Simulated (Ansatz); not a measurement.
**TaN at a changed volume: ¹⁴N nuclear quadrupole resonance**

Cell: a COD entry, relaxed with PBE at fixed cell and then changed (volume scaled by 1.04, ions relaxed).

Space group P6/mmm (No. 191); a = 5.2532, c = 2.9463 Å, γ = 120.00°.

| site | Wyckoff | site symmetry | x | y | z |
| --- | --- | --- | --- | --- | --- |
| Ta1 | 1a | 6/mmm | 0.0000 | 0.0000 | 0.0000 |
| Ta2 | 2d | -6m2 | 0.3333 | 0.6667 | 0.5000 |
| N | 3f | mmm | 0.5000 | 0.0000 | 0.0000 |

One atom of each set is listed.

Computed with Ansatz: DFT, PBE, plane waves and PAW, scalar-relativistic, collinear spin, 420 eV cutoff, Γ-centred 10×10×16 k-points, Fermi–Dirac smearing 0.05 eV. Start moments as typed (μB): 2 on each Ta, none on the rest.

¹⁴N: I = 1, Q = 20.44 mb (year-2017 value). Static lattice, zero field.

Task: Predict the zero-field ¹⁴N lines of each site.

Result: For I = 1 the lines are ν± = (3/4)|C_Q|(1 ± η/3) and ν₀ = |C_Q|η/2.

```json
{"site": "N", "atoms": "3", "V_zz (10²¹ V/m²)": "2.79", "C_Q (MHz)": "1.38", "η": "0.83", "line frequencies (MHz)": "0.572, 0.748, 1.32"}
```

With no gap above 0.1 eV, as in a metal, the gradients converge slowly in k; expect changes of a tenth or more on a denser mesh. Without spin–orbit coupling the gradients at and beside Ta can be off by some per cent, at some sites by more. The start moments die out, and the run ends without spin.
